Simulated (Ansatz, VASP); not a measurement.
## Au in VASP and in Ansatz

```
CELL_PARAMETERS angstrom
2.90000 0.00000 0.00000
-1.45000 2.51147 0.00000
0.00000 0.00000 4.88000
ATOMIC_POSITIONS crystal
Au 0.66667 0.33333 0.25000
Au 0.33333 0.66667 0.75000
```

This isn't the form of Au at room conditions, which is fcc.

Alike in both runs: task relaxation of cell and atoms; functional LDA; k mesh 11 × 11 × 6; occupations methfessel-paxton of order 1, width 0.2 eV; no spin polarisation.

```csv
,VASP,Ansatz
version,VASP 6.6.1,Ansatz 0.2.0
potentials or method,"VASP PAW LDA potentials, release 54 (Au)",Ansatz PAW
plane-wave cutoff (eV),600,420
valence electrons in the cell,22,38
```

Ansatz gave:

- gap on the k mesh at the Fermi level, each at its own relaxed structure (eV): none
- relaxed volume (Å³/atom): 16.58
- relaxed cell length with the largest relative difference (Å): 2.844
- energy change over the relaxation (meV/atom): -43

Q: What did VASP give for the same quantities?

A: gap on the k mesh at the Fermi level, each at its own relaxed structure (eV): none; relaxed volume (Å³/atom): 16.63; relaxed cell length with the largest relative difference (Å): 2.848; energy change over the relaxation (meV/atom): -40.

A gap of «none» marks a metal or a gap that the smearing closes. The two sets of potentials don't hold the same shells in valence.

Caveats: the plane-wave basis is chosen anew once the cell has moved, so the energies of steps on either side of that aren't comparable (Ansatz); the PAW data sets come from PBE, with cores solved anew for the run's functional, which leaves a small shift of forces and pressure (Ansatz). The runs have no spin-orbit coupling, so splittings on Au are missing. LDA usually gives volumes a few per cent too small. Zero-point motion and thermal expansion aren't in these numbers.
